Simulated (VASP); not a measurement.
# Pd in VASP: notebook

Aim: see how the results for Pd move with the level of theory and the settings. Levels: RPBE+D3(BJ), optB86b-vdW. Tasks: single point.

All numbers are computed with VASP 6.6.1; they aren't measurements. Logs are shortened: lines on timing, memory, paths and dates and some standing lists are left out, and cuts for length are marked.

## (1) The slab as given

The cell holds a slab with vacuum, 16 atoms: a = 5.501 Å, b = 5.501 Å, c = 23.238 Å, α = 90.00°, β = 90.00°, γ = 60.00°.

The cell was built by a generator and needn't be a form met in nature.

## (2) Single point, RPBE+D3(BJ)

INCAR

```
SYSTEM = Pd
PREC = Accurate
ENCUT = 400
EDIFF = 1E-6
ISMEAR = 1
SIGMA = 0.1
LREAL = Auto
LASPH = .TRUE.
NELM = 80
ALGO = Normal
ISIF = 2
LWAVE = .FALSE.
LCHARG = .FALSE.
GGA = RP
IVDW = 12
NBANDS = 94
ISYM = 0
KPAR = 4
```

KPOINTS

```
Automatic mesh
0
G
  6 6 1
  0 0 0
```

POSCAR

```
Pd                                      
1.0
    5.5012907576      0.0000000000      0.0000000000
    2.7506453788      4.7642575497      0.0000000000
    0.0000000000      0.0000000000     23.2376776414
  Pd            
    16
Selective dynamics
Direct
     0.0000000000000000    0.0000000000000000    0.1075839005000034   F   F   F
     0.5000000000000000    0.0000000000000000    0.1075839005000034   F   F   F
     0.0000000000000000    0.5000000000000000    0.1075839005000034   F   F   F
     0.5000000000000000    0.5000000000000000    0.1075839005000034   F   F   F
     0.1666666667000030    0.1666666667000030    0.2042326527000000   F   F   F
     0.6666666667000030    0.1666666667000030    0.2042326527000000   F   F   F
     0.1666666667000030    0.6666666667000030    0.2042326527000000   F   F   F
     0.6666666667000030    0.6666666667000030    0.2042326527000000   F   F   F
     0.8333333315112117    0.3333333330832043    0.3004269887803841   T   T   T
     0.3333333293467703    0.3333333291375395    0.3004269874241051   T   T   T
     0.8333333291891510    0.8333333286916105    0.3004269876631512   T   T   T
     0.3333333330945965    0.8333333318156751    0.3004269870401732   T   T   T
     0.0000000028692383    0.0000000035270699    0.3978890658754789   T   T   T
     0.5000000033873437    0.0000000025263058    0.3978890470072652   T   T   T
     0.0000000021697994    0.5000000030915305    0.3978890527687869   T   T   T
     0.5000000038621476    0.5000000027151505    0.3978890555399427   T   T   T
```

Potentials or basis: VASP PAW PBE potentials, release 64 (Pd).

Started as:

```sh
cat potpaw_PBE.64/Pd/POTCAR > POTCAR
mpirun -np 4 vasp_std > vasp.out
```

OUTCAR:

```text
SYSTEM = Pd
   PREC = Accurate
   ENCUT = 400
   EDIFF = 1E-6
   ISMEAR = 1
   LREAL = Auto
   LASPH = .TRUE.
   NELM = 80
   ISIF = 2
   GGA = RP
   IVDW = 12
   ISYM = 0
 IVDW          = 12

 ion  position               nearest neighbor table
   1  0.000  0.000  0.108-   2 2.75   2 2.75   3 2.75   4 2.75   3 2.75   4 2.75   6 2.75   7 2.75
                             5 2.75
   2  0.500  0.000  0.108-   1 2.75   1 2.75   3 2.75   4 2.75   4 2.75   3 2.75   5 2.75   8 2.75
                             6 2.75
   3  0.000  0.500  0.108-   4 2.75   4 2.75   1 2.75   2 2.75   2 2.75   1 2.75   8 2.75   5 2.75
                             7 2.75
   4  0.500  0.500  0.108-   3 2.75   3 2.75   1 2.75   2 2.75   1 2.75   2 2.75   7 2.75   6 2.75
                             8 2.75
   5  0.167  0.167  0.204-  10 2.74  12 2.74   9 2.74   6 2.75   6 2.75   7 2.75   8 2.75   7 2.75
                             8 2.75   2 2.75   3 2.75   1 2.75
   6  0.667  0.167  0.204-  10 2.74  11 2.74   9 2.74   5 2.75   5 2.75   7 2.75   8 2.75   8 2.75
                             7 2.75   1 2.75   4 2.75   2 2.75
   7  0.167  0.667  0.204-  12 2.74  10 2.74  11 2.74   8 2.75   8 2.75   5 2.75   6 2.75   6 2.75
                             5 2.75   4 2.75   1 2.75   3 2.75
   8  0.667  0.667  0.204-  11 2.74  12 2.74   9 2.74   7 2.75   7 2.75   5 2.75   6 2.75   5 2.75
                             6 2.75   3 2.75   2 2.75   4 2.75
   9  0.833  0.333  0.300-   6 2.74   8 2.74   5 2.74  11 2.75  10 2.75  12 2.75  12 2.75  10 2.75
                            11 2.75  15 2.77  16 2.77  13 2.77
  10  0.333  0.333  0.300-   5 2.74   6 2.74   7 2.74  12 2.75   9 2.75  11 2.75  11 2.75   9 2.75
                            12 2.75  14 2.77  15 2.77  16 2.77
  11  0.833  0.833  0.300-   8 2.74   7 2.74   6 2.74   9 2.75  12 2.75  10 2.75  10 2.75  12 2.75
                             9 2.75  14 2.77  15 2.77  13 2.77
  12  0.333  0.833  0.300-   7 2.74   8 2.74   5 2.74  11 2.75  10 2.75   9 2.75   9 2.75  10 2.75
                            11 2.75  14 2.77  16 2.77  13 2.77
  13  0.000  0.000  0.398-  16 2.75  15 2.75  14 2.75  14 2.75  15 2.75  16 2.75   9 2.77  12 2.77
                            11 2.77
  14  0.500  0.000  0.398-  15 2.75  16 2.75  13 2.75  13 2.75  16 2.75  15 2.75  11 2.77  10 2.77
                            12 2.77
  15  0.000  0.500  0.398-  16 2.75  14 2.75  13 2.75  13 2.75  14 2.75  16 2.75  11 2.77  10 2.77
                             9 2.77
  16  0.500  0.500  0.398-  15 2.75  13 2.75  14 2.75  14 2.75  13 2.75  15 2.75   9 2.77  12 2.77
                            10 2.77

IMPORTANT INFORMATION: All symmetrisations will be switched off!
NOSYMM: (Re-)initialisation of all symmetry stuff for point group C_1.

----------------------------------------------------------------------------------------

                                     Primitive cell

  volume of cell :     609.0494

  direct lattice vectors                    reciprocal lattice vectors
     5.501290758  0.000000000  0.000000000     0.181775522 -0.104948147  0.000000000
     2.750645379  4.764257550  0.000000000     0.000000000  0.209896293  0.000000000
     0.000000000  0.000000000 23.237677641     0.000000000  0.000000000  0.043033560

  length of vectors
     5.501290758  5.501290758 23.237677641     0.209896293  0.209896293  0.043033560

  position of ions in fractional coordinates (direct lattice)
     0.000000000  0.000000000  0.107583901
     0.500000000  0.000000000  0.107583901
     0.000000000  0.500000000  0.107583901
     0.500000000  0.500000000  0.107583901
     0.166666667  0.166666667  0.204232653
     0.666666667  0.166666667  0.204232653
[... 8 lines left out ...]
     0.000000002  0.500000003  0.397889053
     0.500000004  0.500000003  0.397889056

  ion indices of the primitive-cell ions
   primitive index   ion index
                 1           1
                 2           2
                 3           3
                 4           4
                 5           5
                 6           6
[... 8 lines left out ...]
                15          15
                16          16

----------------------------------------------------------------------------------------

 KPOINTS: Automatic mesh

Automatic generation of k-mesh.
 Grid dimensions read from file:
 generate k-points for:    6    6    1

 Generating k-lattice:

  Cartesian coordinates                     Fractional coordinates (reciprocal lattice)
     0.030295920 -0.017491358  0.000000000     0.166666667  0.000000000  0.000000000
     0.000000000  0.034982716  0.000000000     0.000000000  0.166666667  0.000000000
     0.000000000  0.000000000  0.043033560     0.000000000  0.000000000  1.000000000

  Length of vectors
     0.034982716  0.034982716  0.043033560

  Shift w.r.t. Gamma in fractional coordinates (k-lattice)
     0.000000000  0.000000000  0.000000000

 Subroutine IBZKPT returns following result:
 ===========================================

 Found     20 irreducible k-points:

 Following reciprocal coordinates:
            Coordinates               Weight
  0.000000  0.000000  0.000000      1.000000
  0.166667  0.000000  0.000000      2.000000
  0.166667  0.166667  0.000000      2.000000
  0.000000  0.166667  0.000000      2.000000
  0.333333  0.000000  0.000000      2.000000
  0.333333  0.333333  0.000000      2.000000
[... 12 lines left out ...]
  0.500000 -0.333333  0.000000      2.000000
 -0.333333  0.333333  0.000000      2.000000
   k-points           NKPTS =     20   k-points in BZ     NKDIM =     20   number of bands    NBANDS=     94
   number of dos      NEDOS =    301   number of ions     NIONS =     16
   total plane-waves  NPLWV = 207360
   dimension x,y,z NGX =    36 NGY =   36 NGZ =  160
   dimension x,y,z NGXF=    72 NGYF=   72 NGZF=  320
   ions per type =              16
   NGX,Y,Z   is equivalent  to a cutoff of  10.88, 10.88, 11.45 a.u.
   NGXF,Y,Z  is equivalent  to a cutoff of  21.76, 21.76, 22.89 a.u.
 SYSTEM =  Pd
   PREC   = accura    normal or accurate (medium, high low for compatibility)
   ISTART =      0    job   : 0-new  1-cont  2-samecut
   ICHARG =      2    charge: 1-file 2-atom 10-const
   ISPIN  =      1    spin polarized calculation?
   LNONCOLLINEAR =      F non collinear calculations
   LSORBIT =      F    spin-orbit coupling
   LASPH  =      T    aspherical Exc in radial PAW
   ENCUT  =  400.0 eV  29.40 Ry    5.42 a.u.   8.97  8.97 37.89*2*pi/ulx,y,z
   NELM   =     80;   NELMIN=  2; NELMDL= -5     # of ELM steps
   EDIFF  = 0.1E-05   stopping-criterion for ELM
   LREAL  =      T    real-space projection
   EDIFFG = 0.1E-04   stopping-criterion for IOM
   NSW    =      0    number of steps for IOM
   IBRION =     -1    ionic relax: 0-MD 1-quasi-New 2-CG
   NFREE  =      0    steps in history (QN), initial steepest desc. (CG)
   ISIF   =      2    stress and relaxation
   ISYM   =      0    0-nonsym 1-usesym 2-fastsym
   POTIM  = 0.5000    time-step for ionic-motion
   TEBEG  =    0.0;   TEEND  =   0.0 temperature during run
   PSTRESS=    0.0 pullay stress
   NELECT =     160.0000    total number of electrons
   NUPDOWN=      -1.0000    fix difference up-down
   EMIN   =  10.00;   EMAX   =-10.00  energy-range for DOS
   EFERMI =   0.00;   METHOD = LEGACY
   ISMEAR =     1;   SIGMA  =   0.10  broadening in eV -4-tet -1-fermi 0-gaus
   EFERMI_NEDOS =   21; number of points for ismear=-14 and -15
   IALGO  =     38    algorithm
   IMIX   =      4    mixing-type and parameters
     AMIX     =   0.40;   BMIX     =  1.00
     AMIX_MAG =   1.60;   BMIX_MAG =  1.00
  volume/ion in A,a.u.               =      38.07       256.88
  Fermi-wavevector in a.u.,A,eV,Ry     =   1.048489  1.981357 14.957288  1.099330
  Thomas-Fermi vector in A             =   2.183413
   LORBIT       =      0    0 simple, 1 ext, 2 COOP (PROOUT), +10 PAW based schemes
   GGA     = RP    functional components
   LHFCALC =     F    Hartree Fock is set to
   AEXX    =    0.0000 exact exchange contribution
   IVDW    =    12    specifies the selected vdW correction
   LEPSILON=     F    determine dielectric tensor
   LRPA    =     F    only Hartree local field effects (RPA)
 non-spin polarized calculation
 Methfessel and Paxton  Order N= 1 SIGMA  =   0.10
  energy-cutoff  :      400.00
  volume of cell :      609.05
 maximum number of plane-waves:     11095
   NGX = 17   NGY = 17   NGZ = 75

 number of electron     159.9999950 magnetization

 Free energy of the ion-electron system (eV)
  ---------------------------------------------------
  ext. energy  EPLUGINS =         0.00000000
  ---------------------------------------------------
  free energy    TOTEN  =       -70.03661774 eV

  energy without entropy =      -70.03876072  energy(sigma->0) =      -70.03733207

 E-fermi :   0.6905     XC(G=0):  -5.8150

 val. band max:        0.6733220336   @ k =   0.3333   0.3333   0.0000
 cond. band min:       0.6937010252   @ k =   0.0000   0.3333   0.0000
 fundamental gap:      0.0203789916
 Fermi energy:         0.6905279269

 k-point     1 :       0.0000    0.0000    0.0000
  band No.  band energies     occupation
      1      -5.8844      2.00000
      2      -4.8014      2.00000
      3      -4.3845      2.00000
      4      -4.3845      2.00000
      5      -4.3845      2.00000
      6      -4.3260      2.00000
[... 84 lines left out ...]
     91       3.9442      0.00000
     92       4.5010      0.00000

 k-point     2 :       0.1667    0.0000    0.0000
  band No.  band energies     occupation
      1      -5.6659      2.00000
      2      -4.5929      2.00000
      3      -4.2904      2.00000
      4      -4.2358      2.00000
      5      -4.2358      2.00000
      6      -4.1804      2.00000
[... 1699 lines left out ...]
     91       4.5359      0.00000
     92       5.0989      0.00000

 k-point    20 :      -0.3333    0.3333    0.0000
  band No.  band energies     occupation
      1      -3.9440      2.00000
      2      -3.9440      2.00000
      3      -3.9440      2.00000
      4      -3.4829      2.00000
      5      -3.4829      2.00000
      6      -3.4829      2.00000
[... 84 lines left out ...]
     91       4.4224      0.00000
     92       4.4224      0.00000
 [bands above 92 left out]

------------------------ aborting loop because EDIFF is reached ----------------------------------------

 Edisp (eV)  -46.69792

 E8    (eV) :   -31.2638

  FORCE on cell =-STRESS in cart. coord.  units (eV):
  Direction    XX          YY          ZZ          XY          YZ          ZX
  --------------------------------------------------------------------------------------
  -------------------------------------------------------------------------------------
  Total     -46.12101   -46.12093   -30.39208    -0.00007     0.00000     0.00000
  in kB    -121.32682  -121.32663   -79.94999    -0.00017     0.00000     0.00001
  external pressure =     -107.53 kB  Pullay stress =        0.00 kB

 VOLUME and BASIS-vectors are now :
 -----------------------------------------------------------------------------
  energy-cutoff  :      400.00
  volume of cell :      609.05
      direct lattice vectors                 reciprocal lattice vectors
     5.501290758  0.000000000  0.000000000     0.181775522 -0.104948147  0.000000000
     2.750645379  4.764257550  0.000000000     0.000000000  0.209896293  0.000000000
     0.000000000  0.000000000 23.237677641     0.000000000  0.000000000  0.043033560

 POSITION                                       TOTAL-FORCE (eV/Angst)
 -----------------------------------------------------------------------------------
      0.00000      0.00000      2.50000        -0.000000     -0.000000      0.997378
      2.75065      0.00000      2.50000        -0.000000     -0.000000      0.997378
      1.37532      2.38213      2.50000        -0.000000     -0.000000      0.997383
      4.12597      2.38213      2.50000        -0.000000     -0.000000      0.997388
      1.37532      0.79404      4.74589        -0.000000     -0.000000      0.171808
      4.12597      0.79404      4.74589        -0.000000      0.000000      0.171809
[... 8 lines left out ...]
      1.37532      2.38213      9.24602         0.000000      0.000000     -1.108136
      4.12597      2.38213      9.24602         0.000000      0.000000     -1.108136
 -----------------------------------------------------------------------------------
    total drift:                                0.000001      0.000000     -0.014994

  FREE ENERGIE OF THE ION-ELECTRON SYSTEM (eV)
  ---------------------------------------------------
  free  energy   TOTEN  =      -116.7345373198 eV

  energy  without entropy=     -116.7366803004  energy(sigma->0) =     -116.73525165
```

Wall time 7.9 min (4 MPI ranks of AMD EPYC 9R45 (Zen 5), shared host); peak memory 0.77 GiB.

Results:

- Free energy: -116.7345 eV
- Largest force: 1.108 eV/Å
- Band gap on the k mesh: none (metal or under the smearing width)
- Dispersion energy per atom: -2.919 eV

Forces on the atoms (eV/Å):
```
Pd   0.000  0.000  0.997
Pd   0.000  0.000  0.997
Pd   0.000  0.000  0.997
Pd   0.000  0.000  0.997
Pd   0.000  0.000  0.172
Pd   0.000  0.000  0.172
Pd   0.000  0.000  0.172
Pd   0.000  0.000  0.172
Pd   0.000  0.000 -0.061
Pd   0.000  0.000 -0.061
Pd   0.000  0.000 -0.061
Pd   0.000  0.000 -0.061
Pd   0.000  0.000 -1.108
Pd   0.000  0.000 -1.108
Pd   0.000  0.000 -1.108
Pd   0.000  0.000 -1.108
```

Caveat: the PAW data sets were made with another functional, which shifts forces and pressure a little.

## (3) Single point, optB86b-vdW

INCAR: that of step 2 with these lines changed.

```diff
@@ -13,4 +13,7 @@
 LCHARG = .FALSE.
-GGA = RP
-IVDW = 12
+GGA = MK
+LUSE_VDW = .TRUE.
+AGGAC = 0.0
+PARAM1 = 0.1234
+PARAM2 = 1.0
 NBANDS = 94
```

KPOINTS is that of step 2.

POSCAR is that of step 2.

Potentials or basis: VASP PAW PBE potentials, release 64 (Pd).

Started as:

```sh
cat potpaw_PBE.64/Pd/POTCAR > POTCAR
mpirun -np 4 vasp_std > vasp.out
```

Run time: 16 min. Hardware: 4 MPI ranks of AMD EPYC 9R45 (Zen 5), shared host; peak memory 1.7 GiB.

It converged, with:

```
Free energy            : -33.1957 eV
Largest force          : 0.101 eV/Å
Band gap on the k mesh : none (metal or under the smearing width)
```

Forces on the atoms (eV/Å):
```
Pd   0.000  0.000 -0.101
Pd   0.000  0.000 -0.101
Pd   0.000  0.000 -0.101
Pd   0.000  0.000 -0.101
Pd   0.000  0.000  0.026
Pd   0.000  0.000  0.026
Pd   0.000  0.000  0.026
Pd   0.000  0.000  0.026
Pd   0.000  0.000  0.075
Pd   0.000  0.000  0.075
Pd   0.000  0.000  0.075
Pd   0.000  0.000  0.075
Pd   0.000  0.000  0.000
Pd   0.000  0.000  0.000
Pd   0.000  0.000  0.000
Pd   0.000  0.000  0.000
```

Levels at points of the mesh, in eV from the Fermi level:
| k point | band 77 | band 78 | band 79 | band 80 | band 81 | band 82 |
| --- | --- | --- | --- | --- | --- | --- |
| (0.00, 0.00, 0.00) | 0.16 | 0.35 | 0.35 | 0.35 | 0.37 | 0.37 |
| (0.50, 0.00, 0.00) | -0.22 | -0.22 | 0.01 | 0.01 | 0.03 | 0.03 |
| (0.50, 0.50, 0.00) | -0.22 | -0.22 | 0.01 | 0.01 | 0.03 | 0.03 |
| (0.00, 0.50, 0.00) | -0.22 | -0.22 | 0.01 | 0.01 | 0.03 | 0.03 |

Caveat: the PAW data sets were made with another functional, which shifts forces and pressure a little.
